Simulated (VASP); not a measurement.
# GaN (P6_3mc) in VASP: Born charges and dielectric tensor with LDA

Aim: the Born charges and dielectric tensor of GaN with LDA.

Program: VASP 6.6.1. These are calculated values, not measurements. Logs are shortened: lines on timing, memory, paths and dates and some standing lists are left out, and cuts for length are marked.

**What was measured.**

From “Studying electronic properties in GaN without electrical contacts using γ-γ vs e−-γ Perturbed Angular Correlations”, 2019, pmc:6823545, for a bulk crystal of GaN: band gap 3.503 ± 0.005 eV (direct).

The runs below are set against these values where they give the same quantity.

**1. The crystal as given**

Symmetry: P6_3mc, No. 186, hexagonal system. Conventional cell: a = 3.157 Å, b = 3.157 Å, c = 5.148 Å, α = 90.00°, β = 90.00°, γ = 120.00°. Ga (site symmetry 3m) has 4 N at 1.93 to 1.94 Å as nearest neighbours. N (site symmetry 3m) is surrounded by 4 Ga at 1.93 to 1.94 Å.

**2. Born charges and dielectric tensor, LDA**

Contents of INCAR:

```
PREC = Accurate
ENCUT = 520
EDIFF = 1E-8
ISMEAR = 0
SIGMA = 0.02
LREAL = F
LASPH = T
NELM = 60
ALGO = Normal
ISIF = 2
LWAVE = F
LCHARG = F
GGA = CA
LEPSILON = T
IBRION = 8
NSW = 1
KPAR = 4
```

Contents of KPOINTS:

```
regular mesh
0
Gamma
  12 12 6
```

Contents of POSCAR:

```
GaN                                     
1.0
    3.1574583068      0.0000000000     -0.0000000000
   -1.5787291534      2.7344391011      0.0000000000
    0.0000000000      0.0000000000      5.1478616656
  Ga              N             
     2     2
Direct
     0.3333333300000021    0.6666666699999979    0.9993087300497571
     0.6666666699999979    0.3333333300000021    0.4993087300497571
     0.3333333300000021    0.6666666699999979    0.3756912699502429
     0.6666666699999979    0.3333333300000021    0.8756912699502429
```

Potentials or basis: VASP PAW LDA potentials, release 64 (Ga_d, N).

Run with:

```sh
cat potpaw_LDA.64/Ga_d/POTCAR potpaw_LDA.64/N/POTCAR > POTCAR
mpirun -np 4 vasp_std > vasp.out
```

OUTCAR:

```text
PREC = Accurate
   ENCUT = 520
   EDIFF = 1E-8
   ISMEAR = 0
   LREAL = F
   LASPH = T
   NELM = 60
   ISIF = 2
   GGA = CA
   LEPSILON = T
   IBRION = 8
   NSW = 1

 ion  position               nearest neighbor table
   1  0.333  0.667  0.999-   4 1.93   4 1.93   4 1.93   3 1.94
   2  0.667  0.333  0.499-   3 1.93   3 1.93   3 1.93   4 1.94
   3  0.333  0.667  0.376-   2 1.93   2 1.93   2 1.93   1 1.94
   4  0.667  0.333  0.876-   1 1.93   1 1.93   1 1.93   2 1.94

  LATTYP: Found a hexagonal cell.
 ALAT       =     3.1574583068
 C/A-ratio  =     1.6303815175

  Lattice vectors:

 A1 = (   3.1574583068,   0.0000000000,   0.0000000000)
 A2 = (  -1.5787291534,   2.7344391011,   0.0000000000)
 A3 = (   0.0000000000,   0.0000000000,   5.1478616656)

Analysis of symmetry for initial positions (statically):
=====================================================================
 Subroutine PRICEL returns:
 Original cell was already a primitive cell.

 Routine SETGRP: Setting up the symmetry group for a
 hexagonal supercell.

 Subroutine GETGRP returns: Found 12 space group operations
 (whereof  6 operations were pure point group operations)
 out of a pool of 24 trial point group operations.

The static configuration has the point symmetry C_3v.
 The point group associated with its full space group is C_6v.

Analysis of symmetry for dynamics (positions and initial velocities):
=====================================================================
 Subroutine PRICEL returns:
 Original cell was already a primitive cell.

 Routine SETGRP: Setting up the symmetry group for a
 hexagonal supercell.

 Subroutine GETGRP returns: Found 12 space group operations
 (whereof  6 operations were pure point group operations)
 out of a pool of 24 trial point group operations.

The dynamic configuration has the point symmetry C_3v.
 The point group associated with its full space group is C_6v.

 Subroutine INISYM returns: Found 12 space group operations
 (whereof  6 operations are pure point group operations),
 and found     1 'primitive' translations

----------------------------------------------------------------------------------------

                                     Primitive cell

  volume of cell :      44.4460

  direct lattice vectors                    reciprocal lattice vectors
     3.157458307  0.000000000  0.000000000     0.316710437  0.182852856  0.000000000
    -1.578729153  2.734439101  0.000000000     0.000000000  0.365705713  0.000000000
     0.000000000  0.000000000  5.147861666     0.000000000  0.000000000  0.194255414

  length of vectors
     3.157458307  3.157458303  5.147861666     0.365705712  0.365705713  0.194255414

  position of ions in fractional coordinates (direct lattice)
     0.333333330  0.666666670  0.999308730
     0.666666670  0.333333330  0.499308730
     0.333333330  0.666666670  0.375691270
     0.666666670  0.333333330  0.875691270

  ion indices of the primitive-cell ions
   primitive index   ion index
                 1           1
                 2           2
                 3           3
                 4           4

----------------------------------------------------------------------------------------

 KPOINTS: regular mesh

Automatic generation of k-mesh.
 Grid dimensions read from file:
 generate k-points for:   12   12    6

 Generating k-lattice:

  Cartesian coordinates                     Fractional coordinates (reciprocal lattice)
     0.026392536  0.015237738  0.000000000     0.083333333  0.000000000  0.000000000
     0.000000000  0.030475476  0.000000000     0.000000000  0.083333333  0.000000000
     0.000000000  0.000000000  0.032375902     0.000000000  0.000000000  0.166666667

[... 751 lines left out ...]
  free energy    TOTEN  =        -0.59509558 eV

  energy without entropy =       -0.59509558

------------------------ aborting loop because EDIFF is reached ----------------------------------------

--------------------------------------- Ionic step        2  -------------------------------------------

------------------------ aborting loop because EDIFF is reached ----------------------------------------

--------------------------------------- Ionic step        3  -------------------------------------------

------------------------ aborting loop because EDIFF is reached ----------------------------------------

 PIEZOELECTRIC TENSOR FIELD DIRECTION 3  (e Angst)
 -----------------------------------------------------------------------------
     1.38632  0.00000 -0.00000           (  0.12504  0.00000 -0.00000)
     0.00000  1.38632  0.00000           (  0.00000  0.12504  0.00000)
     0.00000  0.00000 -2.81834           (  0.00000  0.00000 -0.25861)

 PIEZOELECTRIC TENSOR FIELD DIRECTION 3  (C/m^2)
 -----------------------------------------------------------------------------
     0.49974  0.00000 -0.00000
     0.00000  0.49974  0.00000
     0.00000  0.00000 -1.01595

[... ionic steps 4 to 9 ...]

--------------------------------------- Ionic step       10  -------------------------------------------

------------------------ aborting loop because EDIFF is reached ----------------------------------------

[... ionic steps 11 to 11 ...]

--------------------------------------- Ionic step       12  -------------------------------------------

 Free energy of the ion-electron system (eV)
  ---------------------------------------------------
  ---------------------------------------------------
  free energy    TOTEN  =        -0.24467372 eV

  energy without entropy =       -0.24467372

------------------------ aborting loop because EDIFF is reached ----------------------------------------

 INTERNAL STRAIN TENSOR  FOR ION    3  DIRECTION 3   (eV/Angst):
 -----------------------------------------------------------------------------
     5.69305  0.00000  0.00000
    -0.00000  5.69305  0.00000
     0.00000  0.00000-10.71919

 MACROSCOPIC STATIC DIELECTRIC TENSOR (including local field effects in DFT)
 ------------------------------------------------------
           5.597942     0.000000    -0.000000
           0.000000     5.597942     0.000000
          -0.000000     0.000000     5.782646
 ------------------------------------------------------

 PIEZOELECTRIC TENSOR (including local field effects)  for field in x, y, z        (e  Angst)
          XX          YY          ZZ          XY          YZ          ZX
  --------------------------------------------------------------------------------
  x    -0.00000     0.00000     0.00000     0.00000     0.00000     1.53938
  y    -0.00000     0.00000     0.00000     0.00000     1.53938     0.00000
  z     1.38632     1.38632    -2.81834     0.00000     0.00000     0.00000

 PIEZOELECTRIC TENSOR (including local field effects)  for field in x, y, z        (C/m^2)
          XX          YY          ZZ          XY          YZ          ZX
  --------------------------------------------------------------------------------
  x    -0.00000     0.00000     0.00000     0.00000     0.00000     0.55491
  y    -0.00000     0.00000     0.00000     0.00000     0.55491     0.00000
  z     0.49974     0.49974    -1.01595     0.00000     0.00000     0.00000

 BORN EFFECTIVE CHARGES (including local field effects) (in |e|, cummulative output)
 ---------------------------------------------------------------------------------
 ion    1
    1     2.58055     0.00000     0.00000
    2     0.00000     2.58055     0.00000
    3     0.00000     0.00000     2.71709
 ion    2
    1     2.58055     0.00000     0.00000
    2     0.00000     2.58055     0.00000
    3    -0.00000     0.00000     2.71709
 ion    3
    1    -2.58055     0.00000     0.00000
    2     0.00000    -2.58055    -0.00000
    3     0.00000     0.00000    -2.71709
 ion    4
    1    -2.58055     0.00000     0.00000
    2     0.00000    -2.58055     0.00000
    3     0.00000     0.00000    -2.71709

 INTERNAL STRAIN TENSOR FOR ION    4 for displacements in x,y,z  (eV/Angst):
          X           Y           Z          XY          YZ          ZX
  --------------------------------------------------------------------------------
  x     0.00000     0.00000     0.00000     9.96111    -0.00000     5.65099
  y     9.96111    -9.96111    -0.00000     0.00000     5.96045     0.00000
  z     5.69305     5.69305   -10.71919     0.00000    -0.00000     0.00000

 SECOND DERIVATIVES (NOT SYMMETRIZED)
 ------------------------------------
               1X          1Y          1Z          2X          2Y          2Z          3X          3Y          3Z          4X          4Y          4Z
  1X   -13.999056    0.000000    0.000000    0.468163    0.000000    0.000000    1.057328    0.000000    0.000000   12.473565   -0.000000   -0.000000
  1Y     0.000000  -13.999056    0.000000   -0.000000    0.468163    0.000000   -0.000000    1.057328    0.000000    0.000000   12.473565    0.000000
  1Z     0.000000    0.000000  -20.952182    0.000000    0.000000    8.481714    0.000000    0.000000    7.368642    0.000000    0.000000    5.101826
  2X     0.468163    0.000000   -0.000000  -13.999056    0.000000    0.000000   12.473565   -0.000000    0.000000    1.057328    0.000000    0.000000
  2Y    -0.000000    0.468163   -0.000000    0.000000  -13.999056   -0.000000    0.000000   12.473565    0.000000   -0.000000    1.057328   -0.000000
  2Z     0.000000    0.000000    8.481714    0.000000    0.000000  -20.952182    0.000000    0.000000    5.101826    0.000000    0.000000    7.368642
  3X     1.042396    0.000000   -0.000000   12.458109   -0.000000    0.000000  -14.166968    0.000000    0.000000    0.666463    0.000000   -0.000000
  3Y     0.000000    1.042396   -0.000000    0.000000   12.458109   -0.000000   -0.000000  -14.166968   -0.000000   -0.000000    0.666463    0.000000
  3Z    -0.000000    0.000000    7.336291    0.000000    0.000000    5.111785    0.000000   -0.000000  -18.718737    0.000000    0.000000    6.270661
  4X    12.458109   -0.000000    0.000000    1.042396    0.000000    0.000000    0.666463    0.000000    0.000000  -14.166968    0.000000   -0.000000
  4Y     0.000000   12.458109    0.000000    0.000000    1.042396    0.000000   -0.000000    0.666463   -0.000000    0.000000  -14.166968    0.000000
  4Z     0.000000   -0.000000    5.111785    0.000000   -0.000000    7.336291    0.000000   -0.000000    6.270661   -0.000000    0.000000  -18.718737

 Eigenvectors and eigenvalues of the dynamical matrix
 ----------------------------------------------------

   1 f  =   20.907811 THz   131.367650 2PiTHz  697.409499 cm-1    86.467719 meV
             X         Y         Z           dx          dy          dz
     -0.000000  1.822959  5.144303     0.000000    0.000000    0.037142
      1.578729  0.911480  2.570372     0.000000   -0.000000   -0.037142
     -0.000000  1.822959  1.934007     0.000000    0.000000   -0.706131
      1.578729  0.911480  4.507938    -0.000000   -0.000000    0.706131
[... 71 lines left out ...]
  12 f/i=    0.007064 THz     0.044382 2PiTHz    0.235618 cm-1     0.029213 meV
             X         Y         Z           dx          dy          dz
     -0.000000  1.822959  5.144303    -0.644968   -0.015676   -0.000000
      1.578729  0.911480  2.570372    -0.644968   -0.015676   -0.000000
     -0.000000  1.822959  1.934007    -0.289346   -0.007032   -0.000000
      1.578729  0.911480  4.507938    -0.289346   -0.007032   -0.000000

--------------------------------------------------------------------------------------------------------

 MACROSCOPIC STATIC DIELECTRIC TENSOR IONIC CONTRIBUTION
 ------------------------------------------------------
           4.011876    -0.000000    -0.000000
          -0.000000     4.011876     0.000000
          -0.000000     0.000000     4.824801
 ------------------------------------------------------

 ELASTIC MODULI CONTR FROM IONIC RELAXATION (kBar)
 Direction    XX          YY          ZZ          XY          YZ          ZX
 --------------------------------------------------------------------------------
 XX        -672.4986    297.8129    352.1747      0.0000      0.0000     -0.0000
 YY         297.8129   -672.4986    352.1747     -0.0000     -0.0000      0.0000
 ZZ         352.1747    352.1747   -662.0324      0.0000      0.0000     -0.0000
 XY           0.0000     -0.0000      0.0000   -485.1557     -0.0000      0.0000
 YZ           0.0000     -0.0000      0.0000     -0.0000   -161.8513      0.0000
 ZX          -0.0000      0.0000     -0.0000      0.0000      0.0000   -175.5352
 --------------------------------------------------------------------------------

 PIEZOELECTRIC TENSOR IONIC CONTR  for field in x, y, z        (C/m^2)
          XX          YY          ZZ          XY          YZ          ZX
  --------------------------------------------------------------------------------
  x    -0.00000     0.00000    -0.00000     0.00000     0.00000    -0.78964
  y     0.00000    -0.00000     0.00000    -0.00000    -0.75824     0.00000
  z    -0.89460    -0.89460     1.68171    -0.00000    -0.00000     0.00000
```

Run time: 8.3 min. Hardware: 4 MPI ranks of Intel Xeon Platinum 8488C (Sapphire Rapids), shared host; peak memory 0.91 GiB.

Results:

| Property | Result |
| --- | --- |
| Band gap on the k mesh | 2.11 eV, direct |
| Electronic dielectric tensor (diagonal) | 5.60, 5.60, 5.78 |
| Born charges (mean of the diagonal) | Ga +2.63; N -2.63 e |
| Highest phonon frequency at Γ, LO-TO splitting left out | 697 cm⁻¹ |

Phonon frequencies in cm⁻¹ (negative: imaginary):
| q point | frequencies |
| --- | --- |
| (0.000, 0.000, 0.000) | 0 0 0 140 140 337 539 561 561 570 570 697 |

Electronic dielectric tensor:
```
5.60 0.00 0.00
0.00 5.60 0.00
0.00 0.00 5.78
```

Born effective charge tensors (e):
atom 1, Ga
```
2.58 0.00 0.00
0.00 2.58 0.00
0.00 0.00 2.72
```
atom 2, Ga
```
2.58 0.00 0.00
0.00 2.58 0.00
0.00 0.00 2.72
```
atom 3, N
```
-2.58  0.00  0.00
 0.00 -2.58  0.00
 0.00  0.00 -2.72
```
atom 4, N
```
-2.58  0.00  0.00
 0.00 -2.58  0.00
 0.00  0.00 -2.72
```

**3. Comparison with measurements**

Step 2. A measured gap of GaN is 3.503 eV (direct; quoted in “Studying electronic properties in GaN without electrical contacts using γ-γ vs e−-γ Perturbed Angular Correlations”, 2019, pmc:6823545); the calculated 2.11 eV misses it by -1.39 eV. Spin-orbit coupling on Ga is left out. The value is that of LDA, without temperature or zero-point motion. Semilocal functionals fall short of measured gaps as a rule.
